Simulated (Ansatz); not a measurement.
Compressing FePt: a fit and a missing row

FePt, P4/mmm, a = 2.729 Å, c = 3.767 Å. The structure is a COD entry; whether it is the stable form wasn't checked. Ansatz: PBE, PAW, 420 eV, Γ-centred 16×16×12 mesh on 2 atoms, Gaussian smearing 0.10 eV; collinear spin, largest moment 3.0 μB. Shape and atoms are relaxed at each volume; pressure is positive in compression.

| V (Å³/atom) | P (GPa) |
| --- | --- |
| 12.341 | 35.44 |
| 12.761 | 23.99 |
| 13.182 | ? |
| 13.603 | 6.65 |
| 14.023 | 0.00 |
| 14.444 | -5.54 |
| 14.865 | -10.12 |
| 15.426 | -15.14 |

Problem. Take V0 = 14.023 Å³/atom, fit the third-order Birch–Murnaghan form to the other rows, and predict the missing pressure.

Solution. With the Eulerian strain f = ½[(V0/V)^(2/3) − 1] and y = P/[3f(1 + 2f)^(5/2)], the form is the line y = B0 + 1.5 B0 (B0′ − 4) f. Rows (f, y): 0.04446, 214.7; 0.03244, 210.7; 0.01024, 205.8; -0.00976, 198.8; -0.01906, 195.0; -0.03080, 192.1. Means f = 0.004587, y = 202.85; Σ(Δf)² = 0.004415, ΣΔfΔy = 1.332; the slope is their ratio. y = 201.5 + 301.7 f GPa, so B0 = 201.5 GPa and B0′ = 4 + 2 × (301.7)/(3 × 201.5) = 5.00. At V = 13.182, f = 0.02105, y = 207.85 and P = 14.55 GPa. The run gave 14.50 GPa, so the fit is 0.05 GPa too high, within twice the rms miss on the fitted rows (0.04 GPa).

Only parallel moments were tried here. Spin–orbit coupling is left out, which can shift energies with elements as heavy as these.